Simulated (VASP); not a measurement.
A run of VASP 6.6.1 is set up as follows.

Contents of INCAR:

```
SYSTEM = Hf
PREC = Accurate
ENCUT = 520
EDIFF = 1E-7
ISMEAR = 0
SIGMA = 0.1
LREAL = .False.
LASPH = .True.
NELM = 60
ALGO = Normal
ISIF = 3
LWAVE = .False.
LCHARG = .False.
GGA = PS
IBRION = 2
NSW = 80
EDIFFG = -0.002
PSTRESS = 750.0
```

Contents of KPOINTS:

```
Automatic mesh
0
Gamma
  3 3 2
  0 0 0
```

File POSCAR:

```
Hf                                      
1.0
    2.6587521427      0.0000000000      0.0000000000
   -1.3293760713      2.3025469019     -0.0000000000
    0.0000000000      0.0000000000      5.0259281480
  Hf            
     2
Direct
     0.3333333300000021    0.6666666699999979    0.2500000000000000
     0.6666666699999979    0.3333333300000021    0.7500000000000000
```

Potentials or basis: VASP PAW PBE potentials, release 64 (Hf_pv).

Command:

```bash
$ cat potpaw_PBE.64/Hf_pv/POTCAR > POTCAR
$ mpirun -np 1 vasp_std > vasp.out
```

Question: Estimate the relaxed cell.

Answer: a = 2.518 Å, b = 2.518 Å, c = 5.017 Å, α = 90.00°, β = 90.00°, γ = 120.00°.

Question: Predict the band gap on the k mesh.

Answer: None (metal or under the smearing width).

The path:
```tsv
step	energy change (eV)	largest force (eV/Å)	pressure (GPa)	volume (Å³)
1	0.0000	0.0000	50.01	30.77
2	6.8348	0.0000	232.54	21.27
3	0.9409	0.0000	73.26	28.31
4	0.9925	0.0000	74.42	28.20
5	1.0182	0.0000	75.00	28.15
6	1.3558	0.0000	78.77	27.26
7	1.2560	0.0000	76.44	27.44
8	1.2287	0.0000	75.77	27.50
9	1.2444	0.0000	76.16	27.47
10	1.0875	0.0000	71.67	27.81
11	1.2038	0.0000	75.00	27.55
12	1.2029	0.0000	74.98	27.55
13	1.2062	0.0000	75.04	27.55
14	1.2043	0.0000	75.00	27.55
```

Caveat: the k mesh is coarse (spacing up to 0.91 Å⁻¹), so the values aren't converged; the cell is relaxed towards a set pressure, so the enthalpy falls and the energy may rise; the PAW data sets were made with another functional, which shifts forces and pressure a little. Spin-orbit coupling is left out, which matters for the levels of Hf.
